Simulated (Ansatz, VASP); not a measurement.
## One calculation of Os, two programs

File INCAR:

```
SYSTEM = Os
PREC = Accurate
ENCUT = 520
EDIFF = 1E-6
ISMEAR = 0
SIGMA = 0.15
LREAL = .FALSE.
LASPH = .TRUE.
NELM = 60
ALGO = Fast
ISIF = 2
LWAVE = .FALSE.
LCHARG = .FALSE.
GGA = PE
NBANDS = 15
```

File KPOINTS:

```
Automatic mesh
0
G
  21 21 12
  0 0 0
```

The input POSCAR:

```
Os
1.0
    2.6657474761      0.0000000000      0.0000000000
   -1.3328737381      2.3086050344      0.0000000000
    0.0000000000      0.0000000000      4.1037150000
Os
2
Direct
    0.3333333333      0.6666666667      0.2500000000
    0.6666666667      0.3333333333      0.7500000000
```

Input for Ansatz:

```yaml
crystal:
  lattice:
    - [2.6657474761, 0.0, 0.0]
    - [-1.3328737381, 2.3086050344, 0.0]
    - [0.0, 0.0, 4.103715]
  atoms:
    - { symbol: Os, position: [0.3333333333, 0.6666666667, 0.25] }
    - { symbol: Os, position: [0.6666666667, 0.3333333333, 0.75] }
basis:
  ecutwfc: 420
kpoints:
  mp_grid: { grid: [21, 21, 12] }
hamiltonian:
  xc: pbe
scf:
  occupations: { method: gaussian, width: 0.15 }
output:
  forces: true
  stress: true
  eigenvalues: true
```

Change from the starting cell: strain -0.025 along x and y, -0.050 along z, atoms carried along.

Alike in both runs: task single point; functional PBE; k mesh 21 × 21 × 12; occupations gaussian, width 0.15 eV; no spin polarisation.

|  | VASP | Ansatz |
| --- | --- | --- |
| version | VASP 6.6.1 | Ansatz 0.2.0 |
| potentials or method | VASP PAW PBE potentials, release 64 (Os) | scalar-relativistic, plane waves, PAW |
| plane-wave cutoff (eV) | 520 | 420 |
| valence electrons in the cell | 16 | 32 |

|  | VASP | Ansatz | Ansatz less VASP |
| --- | --- | --- | --- |
| gap on the k mesh at the Fermi level (eV) | none | none | - |
| pressure (GPa) | 68.4 | 66.5 | -1.86 |
| largest component of the traceless stress (GPa) | 16.79 | 16.91 | +0.119 |

A gap of «none» marks a metal or a gap that the smearing closes. The two sets of potentials don't hold the same shells in valence.

Caveats: the cell as given lies far from equilibrium; so large a pressure means that the cell lies far from this level's equilibrium, or that cutoff or potentials fall short (VASP). Spin-orbit coupling is left out, which matters for the levels of Os.
